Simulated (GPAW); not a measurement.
ZrSe2: band structure with r2SCAN

**The experiment to reproduce.**

“Stress-Tuned Optical Transitions in Layered 1T-MX2 (M= Hf, Zr, Sn; X= S, Se) Crystals”, 2022, arxiv:2210.12074 quotes, for a bulk crystal of ZrSe2: band gap 1.2 eV (indirect).

Crystal: ZrSe2.

```xyz
3
Lattice="3.7980 0.0000 0.0000 -1.8990 3.2892 0.0000 0.0000 0.0000 6.1920" Properties=species:S:1:pos:R:3 pbc="T T T"
Zr    0.0000    0.0000    0.0000
Se    1.8990    1.0964    4.6440
Se    0.0000    2.1928    1.5480
```

```json
{"Program": "GPAW 26.7.0", "Task": "band structure", "Functional": "r2SCAN", "Potentials or basis": "GPAW PAW data sets (gpaw-data 1.2.1)", "Cutoff": "600 eV", "Basis": "pw", "k mesh": "8 × 8 × 5", "Occupations": "fermi-dirac, width 0.05 eV", "Spin": "no spin polarisation", "Maxiter": "150", "Band path": "GMKGALHA,LM,KH", "Band points": "80"}
```

* Pressure: 1.2 GPa
* Largest force: 0.133 eV/Å
* Band gap on the k mesh: 0.72 eV, indirect (least direct gap 1.35 eV)
* Band gap along the path: 0.68 eV, indirect (least direct gap 1.35 eV)

Forces in eV/Å, atoms in the order of the input:
```
Zr   0.000  0.000  0.000
Se   0.000  0.000 -0.133
Se   0.000  0.000  0.133
```

Stress tensor (GPa, compression positive):
```
1.02 0.00 0.00
0.00 1.02 0.00
0.00 0.00 1.67
```

Levels at the corners of the path, in eV from the valence-band top:
| point | band 9 | band 10 | band 11 | band 12 | band 13 | band 14 | band 15 | band 16 |
| --- | --- | --- | --- | --- | --- | --- | --- | --- |
| Γ | -2.85 | -0.08 | -0.08 | -0.01 | 1.35 | 1.35 | 1.94 | 4.62 |
| M | -2.70 | -2.62 | -2.18 | -1.42 | 0.87 | 2.86 | 3.23 | 5.22 |
| K | -3.62 | -2.36 | -2.36 | -1.80 | 2.04 | 2.93 | 2.94 | 4.39 |
| Γ | -2.85 | -0.08 | -0.08 | -0.01 | 1.35 | 1.35 | 1.94 | 4.62 |
| A | -2.80 | -2.07 | -0.24 | -0.24 | 1.32 | 1.33 | 2.36 | 5.01 |
| L | -2.79 | -2.58 | -1.11 | -1.01 | 0.68 | 2.85 | 3.21 | 4.78 |
| H | -3.41 | -2.41 | -2.07 | -2.07 | 2.11 | 2.56 | 2.56 | 5.15 |
| A | -2.80 | -2.07 | -0.24 | -0.24 | 1.32 | 1.33 | 2.36 | 5.01 |
| L | -2.79 | -2.58 | -1.11 | -1.01 | 0.68 | 2.85 | 3.21 | 4.78 |
| M | -2.70 | -2.62 | -2.18 | -1.42 | 0.87 | 2.86 | 3.23 | 5.22 |
| K | -3.62 | -2.36 | -2.36 | -1.80 | 2.04 | 2.93 | 2.94 | 4.39 |
| H | -3.41 | -2.41 | -2.07 | -2.07 | 2.11 | 2.56 | 2.56 | 5.15 |

Run time: 3.7 min on 1 thread of Intel(R) Xeon(R) Platinum 8488C (Sapphire Rapids), with other jobs on the host, peak memory 0.54 GiB.

Against the measured gap of ZrSe2, 1.2 eV (indirect; quoted in “Stress-Tuned Optical Transitions in Layered 1T-MX2 (M= Hf, Zr, Sn; X= S, Se) Crystals”, 2022, arxiv:2210.12074), the calculated 0.68 eV is off by -0.52 eV. Spin-orbit coupling on Se, Zr is left out. The value is that of r2SCAN, without temperature or zero-point motion.

Caveat: the PAW data sets were made with another functional, which shifts forces and pressure a little.
